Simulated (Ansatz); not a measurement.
# La (I4/mmm) in Ansatz: further runs

The runs below take La through single point, with PBEsol.

Program: Ansatz 0.2.0. These are calculated values, not measurements. Logs are shortened: lines on timing, memory, paths and dates and some standing lists are left out, and cuts for length are marked.

**1. The cell of the first run**

It takes space group I4/mmm (No. 139, tetragonal). The conventional cell has a = 4.078 Å, b = 4.078 Å, c = 4.248 Å, α = 90.00°, β = 90.00°, γ = 90.00°. La (site symmetry 4/mmm) is surrounded by 12 La at 3.58 to 4.08 Å.

This isn't the form of La at room conditions, which is double hcp.

**2. Single point, PBEsol, 35.32 Å³/atom (strain_xy = -0.04)**

Input file input.yaml:

```yaml
crystal:
  lattice:
    - [-2.0388778282, 2.0388778282, 2.123831071]
    - [2.0388778282, -2.0388778282, 2.123831071]
    - [2.0388778282, 2.0388778282, -2.123831071]
  atoms:
    - { symbol: La, position: [0.0, 0.0, 0.0] }
kpoints:
  mp_grid: { grid: [9, 9, 9] }
scf:
  occupations: { method: fermi_dirac, width: 0.05 }
hamiltonian:
  xc: pbesol
  pseudopotentials: { kind: all_electron, lapw: { basis_error: 0.001 } }
output:
  forces: true
  stress: true
  eigenvalues: true
```

Potentials or basis: all-electron LAPW, scalar-relativistic.

On the command line:

```
> ansatz run input.yaml --threads 2 --pin off --max-ram 6144MiB --backend cpu --events-out ev --progress --plain --runs-dir out
```

Standard output:

```text
Warning: RAYON_NUM_THREADS=2 ignored (pool sized by the plan → 2); use --threads N
LAPW: plane waves up to 5.844 Å⁻¹, error target 1.0e-3 eV per atom; small_component_spin mean_spin; La in spheres of 1.791 Å, 27 of its electrons in bands, Dirac shells [] (how accurate: hamiltonian.pseudopotentials.lapw.basis_error, Limitations)
Engine: ansatz 0.2.0, aarch64-unknown-linux-gnu
Pseudopotentials: kind: all_electron
Pseudopotential: La, LAPW, valence charge 27, lapw/all_electron/scalar/gaussian/La, Koelling and Harmon's equation, gaussian nucleus
Functional definition: PBEsol
  exchange = pbesol_x
  correlation = pbesol_c
Crystal: 1 atoms, lattice volume = 35.315 Å³
Basis set: ecut = 130.11875598596006 eV, 135 PW (Γ), exchange–correlation at level 2
Bands: 18, of which v1, the nominal top of the filled ones, is band 14 counted from 1 (13 counted from 0)
Symmetry: 16 space group operations
Space group: I4/mmm (ITA 139), of the structure as read, at distance tolerance 3.3e-5 Å
k-points: 75 of 729
Non-local potential: La, projectors of the file, none
Initial density: superposition of atomic densities (chi_scale 0.1, normalization cell)
Initial wavefunctions: plane waves of lowest kinetic energy (no species holds an atomic orbital)
Functional: x = pbesol(κ = 0.804, μ = 0.12345679012345678), c = pbesol(β = 0.046)
iter 1 solved again at ethr=1.96e-5 eV; its pass at ethr=1.00e-1 eV (dr2=5.30e-3 eV) is discarded
SCF iter   1: F=—  HF=-231019.298018 eV  |F-HF|=—  |Δ(HF+E_count)|=         —  Δρ=3.69e-3  dr2=5.35e-3  ethr=1.96e-5  ⟨swp⟩=4.2  Hψ=9521  notcnv=0
preconditioner: auto → Kerker (q_TF=auto, 2.609 Å⁻¹)  [metal: Δε(μ)=0.019 eV  Ē_g=12.589 eV  σ=0.050 eV  W_gap=0.09  n_scr=12 (ndim 8)  ℏωp=18.7 eV  f_vac=0.000  D(μ)=3.10/eV (n_scr^D=42)]
SCF iter   2: F=—  HF=-231019.292867 eV  |F-HF|=—  |Δ(HF+E_count)|=   5.15e-3  Δρ=2.40e-3  dr2=2.20e-3  ethr=1.96e-5  ⟨swp⟩=2.2  Hψ=4590  notcnv=0
SCF iter   3: F=—  HF=-231019.292904 eV  |F-HF|=—  |Δ(HF+E_count)|=   3.75e-5  Δρ=1.41e-3  dr2=8.19e-4  ethr=8.14e-6  ⟨swp⟩=2.0  Hψ=4345  notcnv=0
SCF iter   4: F=—  HF=-231019.292968 eV  |F-HF|=—  |Δ(HF+E_count)|=         —  Δρ=5.59e-4  dr2=1.47e-4  ethr=3.03e-6  ⟨swp⟩=2.0  Hψ=4346  notcnv=0
the basis was enlarged: its passes take 155.9 KiB over the memory plan, 2 of 2 planned eigensolver slots
iter 5 solved again at ethr=3.42e-8 eV; its pass at ethr=5.43e-7 eV (dr2=9.23e-6 eV) is discarded
SCF iter   5: F=—  HF=-231019.292981 eV  |F-HF|=—  |Δ(HF+E_count)|=   1.34e-5  Δρ=1.19e-4  dr2=9.23e-6  ethr=3.42e-8  ⟨swp⟩=2.0  Hψ=7040  notcnv=0
SCF iter   6: F=—  HF=-231019.292982 eV  |F-HF|=—  |Δ(HF+E_count)|=   4.46e-7  Δρ=5.30e-5  dr2=1.54e-6  ethr=3.42e-8  ⟨swp⟩=2.0  Hψ=4345  notcnv=0
SCF iter   7: F=-231019.292982 eV  HF=-231019.292982 eV  |F-HF|=1.19e-9  |Δ(HF+E_count)|=   1.45e-7  Δρ=1.27e-5  dr2=8.54e-8  ethr=5.69e-9  ⟨swp⟩=2.0  Hψ=4345  notcnv=0
SCF 1 converged in 7 iterations: F = -231019.292982 eV  dr2 = 8.54e-8
SCF converged after 7 iterations
Free energy (F): -231019.292982 eV
Harris-Foulkes:  -231019.292982 eV  (|F-HF|=1.19e-9)
Internal energy: -231019.268599 eV  (E = F + TS)
E sigma→0 (E₀):  -231019.280790 eV
Entropy (-TS):   -0.024383 eV (-24.383 meV/atom)
Fermi energy:    14.691685 eV
--- Per-component energies (eV) ---
  E_band       = -1894.556785
  E_kinetic    = 246713.782121
  E_xc         = -5460.748662
  E_electrostatic = -472272.302057  (all electrons and nuclei)
  E_smearing   = -0.024383  (= −TS)
  E_closure    = 0.000000  (closes the sum)
  E_atoms      = -231014.092667  (free atoms, spherical and without spin; not in F)
  Σ components = -231019.292982   (vs F -231019.292982, Δ=0.00e0)
  Basis errors (estimates in eV, not in F): energy 2.2e-4 per atom: plane waves 1.9e-4 (1.0e-4 summed), levels above the bands 1.3e-18, relativity 3.7e-9, radial functions 2.9e-5, core shells 4.1e-7; eigenvalues (radial functions only) 1.2e-6; not estimated: angular momenta, meshes, grids; target (lapw.basis_error) 1.0e-3; muffin-tin radii La 1.791 Å
--- Forces (eV/Å), atoms counted from 1 ---
  atom   1  La    -0.00000000     0.00000000    -0.00000000
  max |Σ_I F_I| component: 2.10e-31 eV/Å
--- Stress (GPa, compression-positive) ---
       -1.218797       0.000000       0.000000
        0.000000      -1.218797      -0.000000
        0.000000      -0.000000       0.536714
  P = ⅓ Tr σ = -0.6336 GPa (-6.336 kbar)
--- Band table (eV; the first three rows and the last of 75) ---
  k-point 0: bands = ["-178.0834", "-178.0834", "-178.0794", "-82.2242", "-82.2200", "-82.2200", "-82.2162", "-82.2134", "-18.0816", "-0.9033", "-0.9033", "-0.9001", "11.5121", "16.1140", "16.1140", "16.1758", "16.2561", "16.2561"]
  k-point 1: bands = ["-178.0834", "-178.0834", "-178.0794", "-82.2242", "-82.2200", "-82.2200", "-82.2162", "-82.2134", "-18.0519", "-1.1172", "-0.9666", "-0.9110", "11.9338", "15.5829", "15.8158", "16.2421", "16.2799", "16.5410"]
  k-point 2: bands = ["-178.0834", "-178.0834", "-178.0794", "-82.2242", "-82.2200", "-82.2199", "-82.2162", "-82.2134", "-17.9754", "-1.6205", "-1.1297", "-0.9307", "12.8133", "14.9820", "15.3703", "16.2300", "16.4889", "16.7300"]
  k-point 74: bands = ["-178.0834", "-178.0834", "-178.0794", "-82.2241", "-82.2198", "-82.2198", "-82.2162", "-82.2135", "-17.6607", "-2.0267", "-1.9533", "-1.9068", "12.7390", "12.9193", "16.3831", "16.5579", "16.5601", "16.5623"]
```

Wall time 2.4 s (2 threads of Arm Neoverse V2, shared host); peak memory 0.24 GiB.

What came out:

| Property | Result |
| --- | --- |
| Free energy | -231019.2930 eV |
| Pressure | -0.6 GPa |
| Band gap on the k mesh | none (metal or under the smearing width) |

**3. Single point, PBEsol, 36.80 Å³/atom (strain_xy = -0.02)**

input.yaml, as its differences from that of step 2:

```diff
@@ -2,5 +2,5 @@
   lattice:
-    - [-2.0388778282, 2.0388778282, 2.123831071]
-    - [2.0388778282, -2.0388778282, 2.123831071]
-    - [2.0388778282, 2.0388778282, -2.123831071]
+    - [-2.0813544496, 2.0813544496, 2.123831071]
+    - [2.0813544496, -2.0813544496, 2.123831071]
+    - [2.0813544496, 2.0813544496, -2.123831071]
   atoms:
```

Potentials or basis: all-electron LAPW, scalar-relativistic.

On the command line:

```
> ansatz run input.yaml --threads 2 --pin off --max-ram 6144MiB --backend cpu --events-out ev --progress --plain --runs-dir out
```

It took 2.5 s on 2 threads of Arm Neoverse V2, shared host; peak memory 0.24 GiB.

The run converged. Its results:

```
Free energy            : -231019.2781 eV
Pressure               : -1.7 GPa
Band gap on the k mesh : none (metal or under the smearing width)
```
